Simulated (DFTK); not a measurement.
Zr:

```xyz
2
Lattice="3.2320 0.0000 0.0000 -1.6160 2.7990 0.0000 0.0000 0.0000 5.1470" Properties=species:S:1:pos:R:3 pbc="T T T"
Zr    1.6160    0.9330    3.8603
Zr    0.0000    1.8660    1.2868
```

| Item | Value |
| --- | --- |
| Program | DFTK 0.8.2 |
| Task | single point |
| Functional | PBE |
| Potentials or basis | dojo.nc.sr.pbe.v0_4_1.standard.upf (PBE) |
| Cutoff | 898 eV |
| k mesh | 9 × 9 × 5 |
| Occupations | fermi-dirac, width 0.05 eV |
| Spin | no spin polarisation |

On this cell: pressure 0.5 GPa; largest force under 0.003 eV/Å; band gap on the k mesh none (metal or under the smearing width).

The same run follows on a disturbed copy (atoms moved at random, drawn with an rms of 0.05 Å):

```
CELL_PARAMETERS angstrom
3.23200 0.00000 0.00000
-1.61600 2.79899 0.00000
0.00000 0.00000 5.14700
ATOMIC_POSITIONS crystal
Zr 0.66214 0.33864 0.74918
Zr 0.34713 0.68258 0.24458
```

Question: What changes?

Answer: The energy (extrapolated to zero smearing) moves by +1.1 meV/atom; pressure 0.6 GPa; largest force 0.107 eV/Å; band gap on the k mesh none (metal or under the smearing width).

Forces on the atoms (eV/Å):
```
Zr   0.038  0.027 -0.096
Zr  -0.038 -0.027  0.096
```

Stress tensor (GPa, compression positive):
```
 0.04 -0.29 -0.01
-0.29  0.46 -0.01
-0.01 -0.01  1.16
```
